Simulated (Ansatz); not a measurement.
# CuI: the cost of one run

Method: DFT LDA, frozen-core PAW, scalar-relativistic unless said, in Ansatz 0.2.0.

## (1) Starting point

The structure is orthorhombic, space group Cmcm (No. 63). Conventional cell: a = 7.466 Å, b = 7.422 Å, c = 4.307 Å, α = 90.00°, β = 90.00°, γ = 90.00°. Around Cu (site symmetry m2m) lie 2 Cu at 2.46 Å and 3 I at 2.58 to 2.59 Å. I (site symmetry m2m) has 3 Cu at 2.58 to 2.59 Å as nearest neighbours.

Structure file:

```cif
data_structure
_symmetry_space_group_name_H-M 'Cmcm'
_symmetry_Int_Tables_number 63
_cell_length_a 7.4663
_cell_length_b 7.4222
_cell_length_c 4.3070
_cell_angle_alpha 90.000
_cell_angle_beta 90.000
_cell_angle_gamma 90.000
_cell_volume 238.68
loop_
_atom_site_label
_atom_site_type_symbol
_atom_site_symmetry_multiplicity
_atom_site_Wyckoff_symbol
_atom_site_fract_x
_atom_site_fract_y
_atom_site_fract_z
_atom_site_occupancy
Cu1 Cu 4 c 0.50000 0.07956 0.75000 1
I1 I 4 c 0.50000 0.72996 0.75000 1
```

Cartesian axes are those of the input's lattice vectors. The structure goes back to a database entry.

## (2) Cell and atoms relaxed, PAW

File input.yaml:

```yaml
crystal:
  lattice:
    - [3.73316759, -3.71108637, 0.0]
    - [3.73316759, 3.71108637, 0.0]
    - [0.0, 0.0, 4.30699767]
  atoms:
    - { symbol: Cu, position: [0.42043883, 0.57956117, 0.75] }
    - { symbol: Cu, position: [0.57956117, 0.42043883, 0.25] }
    - { symbol: I, position: [0.77004268, 0.22995732, 0.75] }
    - { symbol: I, position: [0.22995732, 0.77004268, 0.25] }
kpoints:
  mp_grid: { grid: [6, 6, 8] }
scf:
  occupations: { method: fermi_dirac, width: 0.05 }
hamiltonian:
  xc: lda
  pseudopotentials: { kind: paw }
relax:
  f_tol: 0.002
  max_steps: 80
  cell: {}
output:
  forces: true
  stress: true
  write_density: true
  write_potential: true
  elf: true
  volumetric_format: npy
```

On the command line:

```bash
$ ansatz run input.yaml --threads 1 --pin off --max-ram 3072MiB --backend cpu --events-out ev --progress --plain --runs-dir out
```

**Question.** How long does this run take on 1 thread of Intel Xeon Platinum 8488C (Sapphire Rapids), shared host, and how much memory does it need?

About 98 s, with a peak of 0.6 GiB.
